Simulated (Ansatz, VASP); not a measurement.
One calculation of AgCl, two programs

```xyz
2
Lattice="3.4340 0.0000 0.0000 0.0000 3.4340 0.0000 0.0000 0.0000 3.4340" Properties=species:S:1:pos:R:3 pbc="T T T"
Ag    0.0000    0.0000    0.0000
Cl    1.7170    1.7170    1.7170
```

Measurements of this composition are mostly on another form, of space group No. 225.

Alike in both runs: task single point; functional r2SCAN; k mesh 8 × 8 × 8; occupations gaussian, width 0.05 eV; no spin polarisation.

```csv
,VASP,Ansatz
version,VASP 6.6.1,Ansatz 0.2.0
potentials or method,"VASP PAW PBE potentials, release 64 (Ag, Cl)","scalar-relativistic, plane waves, PAW"
plane-wave cutoff (eV),520,500
valence electrons in the cell,18,26
```

VASP gave:

* gap on the k mesh at the Fermi level (eV): 1.17
* least direct gap on the mesh (eV): 2.72
* pressure (GPa): -1.9

Task: Which values does Ansatz return?

Result: gap on the k mesh at the Fermi level (eV): 1.21; least direct gap on the mesh (eV): 2.74; pressure (GPa): -1.8.

The functional is the same, so the differences come from potentials, cutoffs and numerics. The two sets of potentials don't hold the same shells in valence.

Caveats: the PAW data sets were made with another functional, which shifts forces and pressure a little (VASP). A k mesh can miss the band edges. r2SCAN opens gaps a little over a GGA but as a rule still falls short of measured ones.
